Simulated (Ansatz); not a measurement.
Run on Ca (diamond type): DFT, PBE, PAW with Ansatz's default frozen-core files, scalar-relativistic (Ansatz 0.2.0). This run: cell relaxed at zero pressure.

The start is a guessed cell of a prototype that needn't be stable.

Command: `ansatz run input.yaml --threads 1 --pin off --max-ram 2048MiB --backend cpu --events-out ev --progress --plain --runs-dir out` It took 37 s on 1 thread of Arm Neoverse V1 (shared host), peak memory 0.43 GiB.

```yaml
crystal:
  lattice:
    - [0.0, 3.7495703211, 3.7495703211]
    - [3.7495703211, 0.0, 3.7495703211]
    - [3.7495703211, 3.7495703211, 0.0]
  atoms:
    - { symbol: Ca, position: [-0.125, -0.125, -0.125] }
    - { symbol: Ca, position: [0.125, 0.125, 0.125] }
kpoints:
  mp_grid: { grid: [10, 10, 10] }
scf:
  occupations: { method: fermi_dirac, width: 0.08 }
hamiltonian:
  xc: pbe
  pseudopotentials: { kind: paw }
output:
  forces: true
  stress: true
  write_density: true
  write_potential: true
  elf: true
  volumetric_format: npy
relax:
  f_tol: 0.005
  max_steps: 40
  cell: {}
```

Output:

```
Engine: ansatz 0.2.0
Pseudopotentials: kind: paw
Pseudopotential: Ca, paw, valence charge 10, recommended cutoff 420 eV (normal), Ca.paw.azcp
Functional definition: PBE
  parameter kappa = 0.804
  parameter beta = 0.06672455060314922
  exchange = pbe_x(kappa = kappa, mu = beta*pi^2/3)
  correlation = pbe_c(beta = beta)
Crystal: 2 atoms, lattice volume = 105.432 Å³
Basis set: ecut = 420 eV, 2085 PW (Γ), exchange–correlation on 72×72×72 points (8 copies of the dense FFT grid, shifted against one another)
Bands: 14, of which v1, the nominal top of the filled ones, is band 10 counted from 1 (9 counted from 0)
Symmetry: 48 space group operations
Space group: Fd-3m (ITA 227), of the structure as read, at distance tolerance 4.7e-5 Å
k-points: 47 of 1000
Non-local potential: Ca, projectors of the file, l = 0: 3, l = 1: 2, l = 2: 2
PAW form: soft (Blöchl's): semilocal exchange-correlation on the pseudo side does not see the compensation charge
PAW one-centre angular grid: Ca, 110 points (default); XC on 64 Gauss nodes
Initial density: superposition of atomic densities (neutral atoms: chi_scale 0, normalization atom), corrected by the library's trained network
Initial wavefunctions: pseudopotential atomic-orbital guess
Functional: x = pbe(κ = 0.804, μ = 0.2195149727645171), c = pbe(β = 0.06672455060314922)
SCF iter   1: F=—  HF=-3631.313840 eV  |F-HF|=—  |Δ(HF+E_count)|=         —  Δρ=2.19e-3  dr2=1.79e-2  ethr=1.77e-3  ⟨swp⟩=6.6  Hψ=4033  notcnv=0
preconditioner: auto → Kerker (q_TF=auto, 2.068 Å⁻¹)  [metal: Δε(μ)=0.024 eV  Ē_g=1.920 eV  σ=0.080 eV  W_gap=0.08  n_scr=14 (ndim 8)  ℏωp=7.2 eV  f_vac=0.000  D(μ)=3.50/eV (n_scr^D=26)]
SCF iter   2: F=—  HF=-3631.313001 eV  |F-HF|=—  |Δ(HF+E_count)|=   8.39e-4  Δρ=1.59e-3  dr2=9.76e-3  ethr=8.97e-5  ⟨swp⟩=1.1  Hψ=1037  notcnv=0
SCF iter   3: F=—  HF=-3631.311014 eV  |F-HF|=—  |Δ(HF+E_count)|=   1.99e-3  Δρ=4.83e-4  dr2=9.97e-4  ethr=4.88e-5  ⟨swp⟩=1.7  Hψ=726  notcnv=0
SCF iter   4: F=—  HF=-3631.310796 eV  |F-HF|=—  |Δ(HF+E_count)|=   2.18e-4  Δρ=1.54e-4  dr2=3.06e-5  ethr=4.99e-6  ⟨swp⟩=2.0  Hψ=774  notcnv=0
SCF iter   5: F=—  HF=-3631.310830 eV  |F-HF|=—  |Δ(HF+E_count)|=   3.41e-5  Δρ=2.22e-5  dr2=4.66e-7  ethr=1.53e-7  ⟨swp⟩=2.0  Hψ=819  notcnv=0
SCF iter   6: F=-3631.310830 eV  HF=-3631.310830 eV  |F-HF|=3.29e-8  |Δ(HF+E_count)|=   7.08e-7  Δρ=4.24e-6  dr2=1.62e-8  ethr=5.00e-10  ⟨swp⟩=8.4  Hψ=4099  notcnv=0
SCF 1 converged in 6 iterations: F = -3631.310830 eV  dr2 = 1.62e-8
  greatest PAW one-centre occupation: 0.996 electrons in one spin orbital (limit 2), on the Ca atom at site 1 (counted from 0), in its partial waves of l = 0
relax step   1: F+E_penalty+E_count = -3631.31083041 eV  Δ(F+E_penalty+E_count) = +0.000e0 eV  max|allowed force component| = 5.963e-19 eV/Å  Δτ_max = 0.0000 Å  P = +2.401 GPa  Ω = 105.432 Å³  (6 SCF iters, dr2 threshold 1.00e-7 eV, accepted)
Crystal: 2 atoms, lattice volume = 116.177 Å³
Basis set: ecut = 420 eV, 2229 PW (Γ), exchange–correlation on 72×72×72 points (8 copies of the dense FFT grid, shifted against one another)
Initial density: handed on by an earlier stage of this run
Initial wavefunctions: those handed on with the density
iter 1 solved again at ethr=1.42e-5 eV; its pass at ethr=3.10e-3 eV (dr2=2.84e-3 eV) is discarded
SCF iter   1: F=—  HF=-3631.449221 eV  |F-HF|=—  |Δ(HF+E_count)|=         —  Δρ=1.52e-3  dr2=2.68e-3  ethr=1.42e-5  ⟨swp⟩=2.2  Hψ=5227  notcnv=0
preconditioner: auto → Kerker (q_TF=auto, 2.035 Å⁻¹)  [metal: Δε(μ)=0.029 eV  Ē_g=1.851 eV  σ=0.080 eV  W_gap=0.09  n_scr=14 (ndim 8)  ℏωp=6.9 eV  f_vac=0.000  D(μ)=3.76/eV (n_scr^D=26)]
SCF iter   2: F=—  HF=-3631.449736 eV  |F-HF|=—  |Δ(HF+E_count)|=   5.15e-4  Δρ=1.03e-3  dr2=1.31e-3  ethr=1.34e-5  ⟨swp⟩=1.0  Hψ=666  notcnv=0
SCF iter   3: F=—  HF=-3631.450394 eV  |F-HF|=—  |Δ(HF+E_count)|=   6.58e-4  Δρ=2.32e-4  dr2=1.94e-4  ethr=6.57e-6  ⟨swp⟩=2.4  Hψ=910  notcnv=0
SCF iter   4: F=—  HF=-3631.450405 eV  |F-HF|=—  |Δ(HF+E_count)|=   1.05e-5  Δρ=8.11e-5  dr2=3.08e-5  ethr=9.71e-7  ⟨swp⟩=1.4  Hψ=700  notcnv=0
SCF iter   5: F=—  HF=-3631.450399 eV  |F-HF|=—  |Δ(HF+E_count)|=   5.49e-6  Δρ=2.11e-5  dr2=8.82e-7  ethr=1.54e-7  ⟨swp⟩=2.0  Hψ=770  notcnv=0
SCF iter   6: F=-3631.450400 eV  HF=-3631.450400 eV  |F-HF|=2.95e-8  |Δ(HF+E_count)|=   5.81e-7  Δρ=4.69e-6  dr2=3.40e-8  ethr=1.00e-9  ⟨swp⟩=8.6  Hψ=4076  notcnv=0
SCF 2 converged in 6 iterations: F = -3631.450400 eV  dr2 = 3.40e-8
relax step   2: F+E_penalty+E_count = -3631.45039995 eV  Δ(F+E_penalty+E_count) = -1.396e-1 eV  max|allowed force component| = 3.065e-17 eV/Å  Δτ_max = 0.0000 Å  P = +1.783 GPa  Ω = 116.177 Å³  energy of the carried Pulay correction = -3.166e-4 eV  (6 SCF iters, dr2 threshold 2.00e-7 eV, accepted)
Crystal: 2 atoms, lattice volume = 133.416 Å³
Basis set: ecut = 420 eV, 2637 PW (Γ), exchange–correlation on 72×72×72 points (8 copies of the dense FFT grid, shifted against one another)
iter 1 solved again at ethr=2.42e-5 eV; its pass at ethr=3.10e-3 eV (dr2=4.85e-3 eV) is discarded
SCF iter   1: F=—  HF=-3631.591686 eV  |F-HF|=—  |Δ(HF+E_count)|=         —  Δρ=1.66e-3  dr2=4.55e-3  ethr=2.42e-5  ⟨swp⟩=2.3  Hψ=5693  notcnv=0
preconditioner: auto → Kerker (q_TF=auto, 1.989 Å⁻¹)  [metal: Δε(μ)=0.066 eV  Ē_g=1.866 eV  σ=0.080 eV  W_gap=0.20  n_scr=14 (ndim 8)  ℏωp=6.4 eV  f_vac=0.000  D(μ)=3.58/eV (n_scr^D=26)]
SCF iter   2: F=—  HF=-3631.592246 eV  |F-HF|=—  |Δ(HF+E_count)|=   5.60e-4  Δρ=1.15e-3  dr2=2.31e-3  ethr=2.27e-5  ⟨swp⟩=1.0  Hψ=658  notcnv=0
SCF iter   3: F=—  HF=-3631.593128 eV  |F-HF|=—  |Δ(HF+E_count)|=   8.81e-4  Δρ=2.83e-4  dr2=3.91e-4  ethr=1.16e-5  ⟨swp⟩=2.3  Hψ=1023  notcnv=0
SCF iter   4: F=—  HF=-3631.593141 eV  |F-HF|=—  |Δ(HF+E_count)|=   1.37e-5  Δρ=1.07e-4  dr2=6.46e-5  ethr=1.95e-6  ⟨swp⟩=1.3  Hψ=679  notcnv=0
SCF iter   5: F=—  HF=-3631.593132 eV  |F-HF|=—  |Δ(HF+E_count)|=   9.74e-6  Δρ=2.80e-5  dr2=1.81e-6  ethr=3.23e-7  ⟨swp⟩=2.0  Hψ=778  notcnv=0
SCF iter   6: F=-3631.593133 eV  HF=-3631.593133 eV  |F-HF|=8.34e-8  |Δ(HF+E_count)|=   1.62e-6  Δρ=6.07e-6  dr2=7.23e-8  ethr=1.00e-9  ⟨swp⟩=7.0  Hψ=4515  notcnv=0
SCF 3 converged in 6 iterations: F = -3631.593133 eV  dr2 = 7.23e-8
[... lines left out ...]
eigensolver tolerance schedule: the retry pair's looser diagonalisation over-reported the residual by 2728.12 of it (diagonalisation noise at 1.22 of the residual, at the tolerance the schedule requests for it); recorded, not acted on — ethr = c·dr2/N_el stays at c = 1.0e-1
preconditioner: auto → Kerker (q_TF=auto, 1.931 Å⁻¹)  [metal: Δε(μ)=0.033 eV  Ē_g=1.779 eV  σ=0.080 eV  W_gap=0.10  n_scr=14 (ndim 8)  ℏωp=5.9 eV  f_vac=0.001  D(μ)=3.38/eV (n_scr^D=14)]
SCF iter   2: F=—  HF=-3631.662310 eV  |F-HF|=—  |Δ(HF+E_count)|=   5.79e-5  Δρ=7.05e-6  dr2=1.62e-8  ethr=2.29e-10  ⟨swp⟩=2.7  Hψ=1315  notcnv=0
SCF iter   3: F=—  HF=-3631.662310 eV  |F-HF|=—  |Δ(HF+E_count)|=   5.13e-7  Δρ=7.60e-7  dr2=1.79e-9  ethr=8.08e-11  ⟨swp⟩=2.4  Hψ=911  notcnv=0
SCF iter   4: F=—  HF=-3631.662310 eV  |F-HF|=—  |Δ(HF+E_count)|=   2.60e-9  Δρ=3.10e-7  dr2=4.12e-10  ethr=8.93e-12  ⟨swp⟩=2.0  Hψ=806  notcnv=0
SCF iter   5: F=—  HF=-3631.662310 eV  |F-HF|=—  |Δ(HF+E_count)|=  6.75e-10  Δρ=9.35e-8  dr2=4.39e-11  ethr=2.06e-12  ⟨swp⟩=2.0  Hψ=851  notcnv=0
SCF iter   6: F=-3631.662310 eV  HF=-3631.662310 eV  |F-HF|=1.82e-12  |Δ(HF+E_count)|=  1.00e-11  Δρ=4.40e-8  dr2=9.21e-12  ethr=1.00e-12  ⟨swp⟩=6.0  Hψ=2593  notcnv=0
SCF 8 converged in 6 iterations: F = -3631.662310 eV  dr2 = 9.21e-12
relax step   8: F+E_penalty+E_count = -3631.66231033 eV  Δ(F+E_penalty+E_count) = -6.216e-5 eV  max|allowed force component| = 5.320e-17 eV/Å  Δτ_max = 0.0000 Å  P = +0.018 GPa  Ω = 159.028 Å³  stress off target by 1.78e-2 GPa  SCF on the basis re-selected at this cell (its energy is not comparable with the rows above)  (6 SCF iters)
basis re-selected at this cell: Δ(F+E_penalty+E_count) = -6.216e-5 eV, ΔP = -0.000 GPa vs the last step (what re-selecting the basis moved, of the pressure what is left beyond the Pulay correction that the steps carried, after the strain that the cell walked since its last selection, with what the two solves' SCF thresholds leave and, on support functions, any second-order correction that the steps lacked; it is no measure of the basis error at this ecutwfc). This SCF's stress stands 1.78e-2 GPa from its target on what of the cell is left free (relax.cell.stress_tol is 5.00e-2 GPa) and its largest allowed force component is 5.32e-17 eV/Å (relax.f_tol is 5.00e-3 eV/Å): within both
SCF converged after 6 iterations
Free energy (F): -3631.662310 eV
Harris-Foulkes:  -3631.662310 eV  (|F-HF|=1.82e-12)
Internal energy: -3631.591302 eV  (E = F + TS)
E sigma→0 (E₀):  -3631.626806 eV
Entropy (-TS):   -0.071008 eV (-35.504 meV/atom)
Fermi energy:    1.519859 eV
--- Per-component energies (eV) ---
  E_band       = -436.660485
  E_kinetic    = 546.496254
  E_local      = -2190.070297  (includes V_loc(G=0)·N_el)
  E_nonlocal   = 127.517538
  E_hartree    = 771.541247
  E_xc         = -268.816255
  E_vxc        = -334.817194  (∫ρ·V_xc dr)
  E_paw        = -1716.333274  (= ΣΔE_a)
  E_vpaw       = -128.869164  (= ΣTr[D̂ρ^β])
  E_aug_tail   = -0.000012  (compensation charges beyond the density's cutoff)
  E_ewald      = -901.926504
  E_smearing   = -0.071008  (= −TS)
  E_closure    = -0.000000  (closes the sum)
  Σ components = -3631.662310   (vs F -3631.662310, Δ=0.00e0)
--- Forces (eV/Å), atoms counted from 1 ---
  atom   1  Ca     0.00000000    -0.00000000     0.00000000
  atom   2  Ca     0.00000000     0.00000000     0.00000000
  max |Σ_I F_I| component: 2.78e-17 eV/Å
--- Stress (GPa, compression-positive) ---
        0.017849       0.000000       0.000000
        0.000000       0.017849       0.000000
        0.000000       0.000000       0.017849
  P = ⅓ Tr σ = 0.0178 GPa (0.178 kbar)
--- Band table (eV; the first three rows and the last of 47) ---
  k-point 0: bands = ["-41.6686", "-41.6522", "-22.6491", "-22.6491", "-22.6491", "-22.5895", "-22.5895", "-22.5895", "-1.4677", "2.1386", "2.1386", "2.1386", "2.3757", "2.3757"]
  k-point 1: bands = ["-41.6683", "-41.6525", "-22.6497", "-22.6497", "-22.6488", "-22.5899", "-22.5889", "-22.5889", "-1.4055", "2.0787", "2.1380", "2.1380", "2.3911", "2.3911"]
  k-point 2: bands = ["-41.6674", "-41.6533", "-22.6511", "-22.6511", "-22.6479", "-22.5910", "-22.5875", "-22.5875", "-1.2225", "1.8603", "2.1435", "2.1435", "2.4138", "2.4138"]
  k-point 46: bands = ["-41.6604", "-41.6604", "-22.6600", "-22.6600", "-22.6196", "-22.6196", "-22.5789", "-22.5789", "0.5307", "0.5307", "1.5107", "1.5107", "2.3510", "2.3510"]
--- Relaxed structure (6 steps of the walk, 6 accepted, 2 SCFs on fresh bases) ---
  F+E_penalty+E_count = -3631.66231033 eV   max|allowed force component| = 5.320e-17 eV/Å   (the final SCF, on the basis selected at the relaxed cell)
  cell:  # Å, volume = 159.0282 Å³
    - [-2.6814395323113044e-33, 4.300127657714346, 4.300127657714346]
    - [4.300127657714346, -1.7833802115134564e-33, 4.300127657714346]
    - [4.300127657714346, 4.300127657714346, 1.0031513689763194e-33]
  atoms:
    - { symbol: Ca, position: [-0.12499999999999999, -0.12499999999999999, -0.12499999999999999] }
    - { symbol: Ca, position: [0.12499999999999999, 0.12499999999999999, 0.12499999999999999] }
```

Next run (the series' base cell), as changes to the input before:

```diff
   lattice:
-    - [0.0, 3.7495703211, 3.7495703211]
-    - [3.7495703211, 0.0, 3.7495703211]
-    - [3.7495703211, 3.7495703211, 0.0]
+    - [0.0, 4.3001276577, 4.3001276577]
+    - [4.3001276577, 0.0, 4.3001276577]
+    - [4.3001276577, 4.3001276577, 0.0]
   atoms:
   mp_grid: { grid: [10, 10, 10] }
+  band_path:
+    path:
+      - [0.0, 0.0, 0.0]
+      - [0.5, 0.0, 0.5]
+      - [0.625, 0.25, 0.625]
+      - [0.375, 0.375, 0.75]
+      - [0.0, 0.0, 0.0]
+      - [0.5, 0.5, 0.5]
+      - [0.5, 0.25, 0.75]
+      - [0.5, 0.0, 0.5]
+    npoints: 8
 scf:
   stress: true
-  write_density: true
-  write_potential: true
-  elf: true
-  volumetric_format: npy
-relax:
-  f_tol: 0.005
-  max_steps: 40
-  cell: {}
+  eigenvalues: true
+  populations: true
+  dos: { projected: true, de: 0.2, e_range: [-14, 8] }
```

Results part of the output:

```
SCF 1 converged in 6 iterations: F = -3631.662310 eV  dr2 = 5.23e-9
  greatest PAW one-centre occupation: 0.996 electrons in one spin orbital (limit 2), on the Ca atom at site 1 (counted from 0), in its partial waves of l = 0
NSCF: frozen V_eff on 57 k-points
SCF converged after 6 iterations
Free energy (F): -3631.662310 eV
Harris-Foulkes:  -3631.662310 eV  (|F-HF|=6.62e-9)
Internal energy: -3631.591301 eV  (E = F + TS)
E sigma→0 (E₀):  -3631.626806 eV
Entropy (-TS):   -0.071009 eV (-35.505 meV/atom)
Fermi energy:    1.519866 eV
--- Per-component energies (eV) ---
  E_band       = -436.661073
  E_kinetic    = 546.496648
  E_local      = -2190.071593  (includes V_loc(G=0)·N_el)
  E_nonlocal   = 127.517813
  E_hartree    = 771.542101
  E_xc         = -268.816306
  E_vxc        = -334.817256  (∫ρ·V_xc dr)
  E_paw        = -1716.333448  (= ΣΔE_a)
  E_vpaw       = -128.869217  (= ΣTr[D̂ρ^β])
  E_aug_tail   = -0.000012  (compensation charges beyond the density's cutoff)
  E_ewald      = -901.926504
  E_smearing   = -0.071009  (= −TS)
  E_closure    = 0.000000  (closes the sum)
  Σ components = -3631.662310   (vs F -3631.662310, Δ=0.00e0)
--- Forces (eV/Å), atoms counted from 1 ---
  atom   1  Ca     0.00000000    -0.00000000    -0.00000000
  atom   2  Ca    -0.00000000     0.00000000     0.00000000
  max |Σ_I F_I| component: 9.25e-18 eV/Å
--- Stress (GPa, compression-positive) ---
        0.017840       0.000000       0.000000
       -0.000000       0.017840      -0.000000
       -0.000000       0.000000       0.017840
  P = ⅓ Tr σ = 0.0178 GPa (0.178 kbar)
--- Band table (eV; the first three rows and the last of 47) ---
  k-point 0: bands = ["-41.6686", "-41.6522", "-22.6492", "-22.6492", "-22.6492", "-22.5895", "-22.5895", "-22.5895", "-1.4677", "2.1386", "2.1386", "2.1386", "2.3757", "2.3757"]
  k-point 1: bands = ["-41.6683", "-41.6525", "-22.6497", "-22.6497", "-22.6488", "-22.5899", "-22.5890", "-22.5890", "-1.4055", "2.0787", "2.1380", "2.1380", "2.3911", "2.3911"]
  k-point 2: bands = ["-41.6675", "-41.6534", "-22.6511", "-22.6511", "-22.6479", "-22.5910", "-22.5876", "-22.5876", "-1.2225", "1.8603", "2.1435", "2.1435", "2.4138", "2.4138"]
  k-point 46: bands = ["-41.6604", "-41.6604", "-22.6601", "-22.6601", "-22.6197", "-22.6197", "-22.5789", "-22.5789", "0.5307", "0.5307", "1.5107", "1.5107", "2.3510", "2.3510"]
--- Löwdin populations: 2 sites ---
  site symbol       q [e]
     0     Ca      9.5953
     1     Ca      9.5953
  spilling = 0.040472 (of n_electrons = 20.000000)
```

Next run (volume at 0.88 of the series' base cell), as changes to the input before:

```diff
   lattice:
-    - [0.0, 4.3001276577, 4.3001276577]
-    - [4.3001276577, 0.0, 4.3001276577]
-    - [4.3001276577, 4.3001276577, 0.0]
+    - [0.0, 4.1207434094, 4.1207434094]
+    - [4.1207434094, 0.0, 4.1207434094]
+    - [4.1207434094, 4.1207434094, 0.0]
   atoms:
   mp_grid: { grid: [10, 10, 10] }
-  band_path:
-    path:
-      - [0.0, 0.0, 0.0]
-      - [0.5, 0.0, 0.5]
-      - [0.625, 0.25, 0.625]
-      - [0.375, 0.375, 0.75]
-      - [0.0, 0.0, 0.0]
-      - [0.5, 0.5, 0.5]
-      - [0.5, 0.25, 0.75]
-      - [0.5, 0.0, 0.5]
-    npoints: 8
 scf:
   populations: true
-  dos: { projected: true, de: 0.2, e_range: [-14, 8] }
+  write_density: true
+  write_potential: true
+  elf: true
+  volumetric_format: npy
```

Results part of the output:

```
SCF 1 converged in 7 iterations: F = -3631.625635 eV  dr2 = 3.55e-9
  greatest PAW one-centre occupation: 0.996 electrons in one spin orbital (limit 2), on the Ca atom at site 1 (counted from 0), in its partial waves of l = 0
SCF converged after 7 iterations
Free energy (F): -3631.625635 eV
Harris-Foulkes:  -3631.625635 eV  (|F-HF|=7.54e-9)
Internal energy: -3631.550909 eV  (E = F + TS)
E sigma→0 (E₀):  -3631.588272 eV
Entropy (-TS):   -0.074725 eV (-37.363 meV/atom)
Fermi energy:    2.021393 eV
--- Per-component energies (eV) ---
  E_band       = -424.097673
  E_kinetic    = 547.900447
  E_local      = -2125.174787  (includes V_loc(G=0)·N_el)
  E_nonlocal   = 127.753262
  E_hartree    = 745.006259
  E_xc         = -269.418492
  E_vxc        = -335.627077  (∫ρ·V_xc dr)
  E_paw        = -1716.428408  (= ΣΔE_a)
  E_vpaw       = -128.961206  (= ΣTr[D̂ρ^β])
  E_aug_tail   = -0.000012  (compensation charges beyond the density's cutoff)
  E_ewald      = -941.189179
  E_smearing   = -0.074725  (= −TS)
  E_closure    = -0.000000  (closes the sum)
  Σ components = -3631.625635   (vs F -3631.625635, Δ=0.00e0)
--- Forces (eV/Å), atoms counted from 1 ---
  atom   1  Ca     0.00000000    -0.00000000    -0.00000000
  atom   2  Ca     0.00000000    -0.00000000     0.00000000
  max |Σ_I F_I| component: 2.78e-17 eV/Å
--- Stress (GPa, compression-positive) ---
        0.639415      -0.000000       0.000000
        0.000000       0.639415       0.000000
        0.000000       0.000000       0.639415
  P = ⅓ Tr σ = 0.6394 GPa (6.394 kbar)
--- Band table (eV; the first three rows and the last of 47) ---
  k-point 0: bands = ["-41.0091", "-40.9806", "-22.0106", "-22.0106", "-22.0106", "-21.9199", "-21.9199", "-21.9199", "-1.1205", "2.6935", "2.6935", "2.6935", "2.8774", "2.8774"]
  k-point 1: bands = ["-41.0086", "-40.9811", "-22.0115", "-22.0115", "-22.0102", "-21.9205", "-21.9190", "-21.9190", "-1.0509", "2.6411", "2.6811", "2.6811", "2.9090", "2.9090"]
  k-point 2: bands = ["-41.0071", "-40.9826", "-22.0138", "-22.0138", "-22.0090", "-21.9220", "-21.9168", "-21.9168", "-0.8460", "2.4394", "2.6695", "2.6695", "2.9584", "2.9584"]
  k-point 46: bands = ["-40.9948", "-40.9948", "-22.0281", "-22.0281", "-21.9659", "-21.9659", "-21.9029", "-21.9029", "1.1293", "1.1293", "1.9439", "1.9439", "2.9444", "2.9444"]
--- Löwdin populations: 2 sites ---
  site symbol       q [e]
     0     Ca      9.5449
     1     Ca      9.5449
  spilling = 0.045508 (of n_electrons = 20.000000)
```

Next run (volume at 0.78 of the series' base cell), as changes to the input before:

```diff
   lattice:
-    - [0.0, 4.1207434094, 4.1207434094]
-    - [4.1207434094, 0.0, 4.1207434094]
-    - [4.1207434094, 4.1207434094, 0.0]
+    - [0.0, 3.9583380665, 3.9583380665]
+    - [3.9583380665, 0.0, 3.9583380665]
+    - [3.9583380665, 3.9583380665, 0.0]
   atoms:
   populations: true
-  write_density: true
-  write_potential: true
-  elf: true
-  volumetric_format: npy
```

Results part of the output:

```
SCF 1 converged in 6 iterations: F = -3631.527848 eV  dr2 = 2.66e-8
  greatest PAW one-centre occupation: 0.996 electrons in one spin orbital (limit 2), on the Ca atom at site 1 (counted from 0), in its partial waves of l = 0
SCF converged after 6 iterations
Free energy (F): -3631.527848 eV
Harris-Foulkes:  -3631.527848 eV  (|F-HF|=5.88e-8)
Internal energy: -3631.450345 eV  (E = F + TS)
E sigma→0 (E₀):  -3631.489096 eV
Entropy (-TS):   -0.077503 eV (-38.751 meV/atom)
Fermi energy:    2.555323 eV
--- Per-component energies (eV) ---
  E_band       = -411.002763
  E_kinetic    = 549.459159
  E_local      = -2062.132966  (includes V_loc(G=0)·N_el)
  E_nonlocal   = 128.016212
  E_hartree    = 719.603243
  E_xc         = -270.058936
  E_vxc        = -336.488172  (∫ρ·V_xc dr)
  E_paw        = -1716.532126  (= ΣΔE_a)
  E_vpaw       = -129.061443  (= ΣTr[D̂ρ^β])
  E_aug_tail   = -0.000012  (compensation charges beyond the density's cutoff)
  E_ewald      = -979.804918
  E_smearing   = -0.077503  (= −TS)
  E_closure    = 0.000000  (closes the sum)
  Σ components = -3631.527848   (vs F -3631.527848, Δ=0.00e0)
--- Forces (eV/Å), atoms counted from 1 ---
  atom   1  Ca     0.00000000    -0.00000000    -0.00000000
  atom   2  Ca    -0.00000000    -0.00000000     0.00000000
  max |Σ_I F_I| component: 1.39e-17 eV/Å
--- Stress (GPa, compression-positive) ---
        1.363845       0.000000      -0.000000
        0.000000       1.363845      -0.000000
        0.000000      -0.000000       1.363845
  P = ⅓ Tr σ = 1.3638 GPa (13.638 kbar)
--- Band table (eV; the first three rows and the last of 47) ---
  k-point 0: bands = ["-40.3278", "-40.2807", "-21.3541", "-21.3541", "-21.3541", "-21.2221", "-21.2221", "-21.2221", "-0.7280", "3.2859", "3.2859", "3.2859", "3.4019", "3.4019"]
  k-point 1: bands = ["-40.3269", "-40.2815", "-21.3555", "-21.3555", "-21.3536", "-21.2228", "-21.2207", "-21.2207", "-0.6506", "3.2411", "3.2471", "3.2471", "3.4650", "3.4650"]
  k-point 2: bands = ["-40.3245", "-40.2839", "-21.3590", "-21.3590", "-21.3523", "-21.2248", "-21.2173", "-21.2173", "-0.4229", "3.0599", "3.2113", "3.2113", "3.5490", "3.5490"]
  k-point 46: bands = ["-40.3042", "-40.3042", "-21.3810", "-21.3810", "-21.2892", "-21.2892", "-21.1961", "-21.1961", "1.7853", "1.7853", "2.4066", "2.4066", "3.5873", "3.5873"]
--- Löwdin populations: 2 sites ---
  site symbol       q [e]
     0     Ca      9.4823
     1     Ca      9.4823
  spilling = 0.051774 (of n_electrons = 20.000000)
```
